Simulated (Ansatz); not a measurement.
The system is Sn.

```
Sn
1.0
    -1.89465    1.89465    1.89465
     1.89465   -1.89465    1.89465
     1.89465    1.89465   -1.89465
Sn
1
Direct
  0.00000 0.00000 0.00000
```

This isn't the form of Sn at room conditions, which is tetragonal (white tin).

| Property | Result |
| --- | --- |
| Program | Ansatz 0.2.0 |
| Task | relaxation of cell and atoms |
| Functional | PBE0 |
| Potentials or basis | Ansatz PAW |
| Cutoff | 420 eV (not typed: the program's choice for these potentials) |
| k mesh | 5 × 5 × 5 |
| Occupations | fermi-dirac, width 0.05 eV |
| Spin | no spin polarisation |

At the start: volume 27.20 Å³/atom.

Q: Where does the relaxation end?

A: It ends after 3 steps and the volume is 28.27 Å³/atom (+3.9 %); space group Im-3m (No. 229, to 0.05 Å).

Step by step:
```csv
step,energy change (eV),largest force (eV/Å),volume (Å³)
1,0.0000,0.0000,27.20
2,-0.0051,0.0000,28.27
3,-0.0053,0.0000,28.27
```

Final structure:
```
CELL_PARAMETERS angstrom
-1.91904 1.91904 1.91904
1.91904 -1.91904 1.91904
1.91904 1.91904 -1.91904
ATOMIC_POSITIONS crystal
Sn 0.00000 0.00000 0.00000
```

Caveat: the k mesh is coarse (spacing up to 0.47 Å⁻¹), so the values aren't converged, least of all with exact exchange; the plane-wave basis is chosen anew once the cell has moved, so the energies of steps on either side of that aren't comparable; the PAW data sets come from PBE, with cores solved anew for the run's functional, which leaves a small shift of forces and pressure.
